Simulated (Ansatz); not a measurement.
The cell is CdS (started from an entry of an open crystallographic database); cell and atoms were relaxed with r2SCAN. It is cubic, F-43m (No. 216); conventional cell a = 5.878 Å, 25.39 Å³ an atom. Cd has 4 S at 2.55 Å; S has 4 Cd at 2.55 Å.

```
Cd S
1.0
     0.00000    2.93921    2.93921
     2.93921    0.00000    2.93921
     2.93921    2.93921    0.00000
Cd S
1 1
Direct
  0.00000 0.00000 0.00000
  0.25000 0.25000 0.25000
```

3 runs of the PAW code Ansatz on this cell differ in the functional (and in the settings that go with it). Levels are in eV from each run's valence top; v1 is the last filled band, c1 the first empty one.

Run A, mean stress -0.6 GPa (compression positive):

| point | v5 | v3 | v1 | c1 | c2 | c3 |
| --- | --- | --- | --- | --- | --- | --- |
| Γ | -8.62 | 0.00 | 0.00 | 3.01 | 8.77 | 8.77 |
| X | -8.54 | -4.18 | -1.98 | 5.33 | 6.41 | 11.46 |
| U | -8.58 | -4.10 | -1.61 | 6.15 | 7.58 | 10.58 |
| L | -8.59 | -4.64 | -0.79 | 5.04 | 9.16 | 9.16 |
| W | -8.61 | -4.05 | -2.35 | 7.28 | 7.74 | 9.45 |

Run B, mean stress 0.0 GPa (compression positive):

| point | v5 | v3 | v1 | c1 | c2 | c3 |
| --- | --- | --- | --- | --- | --- | --- |
| Γ | -7.44 | 0.00 | 0.00 | 1.54 | 7.07 | 7.07 |
| X | -7.36 | -3.86 | -1.84 | 3.89 | 4.74 | 9.65 |
| U | -7.40 | -3.83 | -1.49 | 4.61 | 5.82 | 8.88 |
| L | -7.41 | -4.31 | -0.73 | 3.44 | 7.47 | 7.47 |
| W | -7.43 | -3.79 | -2.16 | 5.73 | 5.86 | 7.75 |

Run C, mean stress -0.3 GPa (compression positive):

| point | v5 | v3 | v1 | c1 | c2 | c3 |
| --- | --- | --- | --- | --- | --- | --- |
| Γ | -7.92 | 0.00 | 0.00 | 2.12 | 7.74 | 7.74 |
| X | -7.84 | -3.99 | -1.90 | 4.46 | 5.40 | 10.37 |
| U | -7.88 | -3.94 | -1.54 | 5.22 | 6.52 | 9.55 |
| L | -7.88 | -4.44 | -0.76 | 4.08 | 8.14 | 8.14 |
| W | -7.91 | -3.90 | -2.25 | 6.34 | 6.60 | 8.42 |

Task: Match the runs to r2SCAN, r2SCANh, r2SCAN0.

Result: A is r2SCAN0, B is r2SCAN, C is r2SCANh. In order of the gap: r2SCAN 1.54, r2SCANh 2.12, r2SCAN0 3.01 eV.

Calculated for a static, non-magnetic cell.

The runs are scalar-relativistic, without spin-orbit coupling.

The program warns that its thresholds are loose for a hybrid's stress.

The meshes of the hybrids are coarse, so their gaps aren't converged to the digits shown.
